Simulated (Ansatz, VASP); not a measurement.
AlN: VASP beside Ansatz

```
CELL_PARAMETERS angstrom
0.00000 2.18399 2.18399
2.18399 0.00000 2.18399
2.18399 2.18399 0.00000
ATOMIC_POSITIONS crystal
Al 0.01983 0.01983 0.01983
N 0.75000 0.75000 0.75000
```

Change from the starting cell: all Al atoms moved -0.150 Å, as atom 1 towards its neighbour atom 2 (N) at 1.891 Å.

Alike in both runs: task single point; functional PBE; k mesh 10 × 10 × 10; occupations gaussian, width 0.05 eV; no spin polarisation.

|  | VASP | Ansatz |
| --- | --- | --- |
| version | VASP 6.6.1 | Ansatz 0.2.0 |
| potentials or method | VASP PAW PBE potentials, release 64 (Al, N) | scalar-relativistic, plane waves, PAW |
| plane-wave cutoff (eV) | 520 | 420 |
| valence electrons in the cell | 8 | 8 |

```tsv
	VASP	Ansatz	Ansatz less VASP
gap on the k mesh at the Fermi level (eV)	2.87	2.88	+0.010
least direct gap on the mesh (eV)	3.70	3.69	-0.009
pressure (GPa)	6.8	7.0	+0.25
largest component of the traceless stress (GPa)	4.38	4.37	-0.008
rms of the force components (eV/Å)	0.875	0.873	-0.0016
```

Atom by atom the forces differ by 0.002 eV/Å (rms over components).

Caveats: forces of over 1 eV/Å show positions far from the minimum, so gaps and moduli don't describe the material at rest. A k mesh can miss the band edges.
